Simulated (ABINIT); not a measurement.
Here is an ABINIT 10.8.3 (patched build) calculation.

run.abi

```
# Pseudopotentials
pp_dirpath "./"
pseudos "Ge.LDA_PW-JTH.xml"

# Structure
acell 7.5601949712 7.5601949712 7.5601949712
rprim
     0.0000000000     0.7071067812     0.7071067812
     0.7071067812     0.0000000000     0.7071067812
     0.7071067812     0.7071067812     0.0000000000
ntypat 1
znucl 32
natom 2
typat 1 1
xred
     0.7500000000     0.7500000000     0.7500000000
     0.5000000000     0.5000000000     0.5000000000

# Plane-wave basis
ecut 15.0
pawecutdg 30.0

# k points
kptopt 1
ngkpt 6 6 6
nshiftk 1
shiftk 0.0 0.0 0.0

# Exchange and correlation
ixc 7

# Bands and occupations
nband 18
occopt 3
tsmear 0.05 eV

# SCF cycle
nstep 100
tolvrs 1.0e-9

# Output
iomode 3
prtwf 0
prtden 0
prteig 0
prtebands 0
```

Potentials or basis: JTH PAW LDA v2.0.

Launch:

```bash
$ abinit run.abi > log 2>&1
```

**Question.** Estimate the band gap on the k mesh.

**Answer.** None (metal or under the smearing width).

Caveat: this crystal is a semiconductor, whose small gap the functional closes, so the metal is an error of the method.
